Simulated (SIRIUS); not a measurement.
HgTe (Coloradoite), 2 atoms in the cell. The structure is cubic, space group F-43m (No. 216). The conventional cell has a = 6.429 Å, b = 6.429 Å, c = 6.429 Å, α = 90.00°, β = 90.00°, γ = 90.00°. Around Hg (site symmetry -43m) lie 4 Te at 2.78 Å. Around Te (site symmetry -43m) lie 4 Hg at 2.78 Å. 

| Item | Value |
| --- | --- |
| Program | SIRIUS 7.12.0 |
| Task | single point |
| Functional | PBE |
| Potentials or basis | PseudoDojo 0.4.1 PBE standard (scalar relativistic) |
| Cutoff | 1102 eV |
| Density cutoff | 4408 eV |
| k mesh | 6 × 6 × 6 |
| Occupations | fermi-dirac, width 0.05 eV |
| Spin | no spin polarisation |
| Libxc names | ["XC_GGA_X_PBE", "XC_GGA_C_PBE"] |
| Energy tol | 1e-08 Ha |
| Density tol | 1e-06 |
| Mixer | anderson |
| Mixing beta | 0.7 |
| Max scf | 100 |
| Radial cutoff for the potentials' integrals | 6.5 bohr |

Potentials or basis: PseudoDojo 0.4.1 PBE standard (scalar relativistic).

Run with:

```sh
$ upf_to_json Te.upf
$ upf_to_json Hg.upf
$ OMP_NUM_THREADS=1 sirius.scf --input=sirius.json --output=out.json --task=0
```

Hardware: 1 thread of Intel(R) Xeon(R) Platinum 8488C (Sapphire Rapids) (shared host).

Estimate the wall time of this run.

It took 63 s on 1 thread of Intel(R) Xeon(R) Platinum 8488C (Sapphire Rapids), on a shared host, peak memory 0.36 GiB. Counts: scf iterations 11, k points 16, plane waves 5577, bands 27.
